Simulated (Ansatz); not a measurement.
# BaTiO3: the cost of one run

Method: DFT PBE, scalar-relativistic, plane waves, PAW, in Ansatz 0.2.0.

2 further runs of the same task are left out: 2 set aside as unsound or not needed. Runs told in other sessions of the task aren't counted.

**1. The starting structure**

The structure is trigonal, space group R3m (No. 160). The conventional cell has a = 5.726 Å, b = 5.726 Å, c = 7.069 Å, α = 90.00°, β = 90.00°, γ = 120.00°. Ba (site symmetry 3m) has 12 O at 2.78 to 2.98 Å in its first shell of neighbours. Around Ti (site symmetry 3m) lie 6 O at 1.87 to 2.21 Å. O (site symmetry m) has 2 Ti at 1.87 to 2.21 Å and 1 Ba at 2.78 Å in its first shell of neighbours.

Coordinates:

```
CELL_PARAMETERS angstrom
2.86307 1.65299 2.35630
-2.86307 1.65299 2.35630
0.00000 -3.30599 2.35630
ATOMIC_POSITIONS crystal
Ba 0.00495 0.00495 0.00495
Ti 0.51919 0.51919 0.51919
O 0.48839 0.48839 0.97777
O 0.48839 0.97777 0.48839
O 0.97777 0.48839 0.48839
```

It is the result of an earlier relaxation at this level (volume 13.38 Å³/atom; gap on the mesh: 2.63 eV).

**2. Setting up moving one atom along a line**

Atom 1 (Ba) is moved by x along the Cartesian unit vector (0.000, 0.000, -1.000); the cell and all other atoms stay fixed. Forces below are components along that vector, summed over the moved atoms. In a periodic cell its images move with it.

**3. x = -0.600 Å**

The input, input.yaml:

```yaml
crystal:
  lattice:
    - [2.863070691, 1.6529946342, 2.356300394]
    - [-2.863070691, 1.6529946342, 2.356300394]
    - [0.0, -3.3059892684, 2.356300394]
  atoms:
    - { symbol: Ba, position: [0.0898333418, 0.0898333418, 0.0898333418] }
    - { symbol: Ti, position: [0.5191875227, 0.5191875227, 0.5191875227] }
    - { symbol: O, position: [0.4883938465, 0.4883938465, 0.9777702638] }
    - { symbol: O, position: [0.4883938465, 0.9777702638, 0.4883938465] }
    - { symbol: O, position: [0.9777702638, 0.4883938465, 0.4883938465] }
basis:
  ecutwfc: 420
kpoints:
  mp_grid: { grid: [6, 6, 6] }
hamiltonian:
  xc: pbe
scf:
  occupations: { method: gaussian, width: 0.05 }
output:
  forces: true
  stress: true
  eigenvalues: true
  write_density: true
  write_potential: true
  elf: true
  volumetric_format: npy
```

Command:

```console
ansatz run input.yaml --threads 1 --pin off --max-ram 2560MiB --backend cpu --events-out ev --progress --plain --runs-dir out
```

Q: Estimate wall time and peak memory on 1 thread of Arm Neoverse V2, shared host.

About 6.5 s, with a peak of 0.33 GiB.
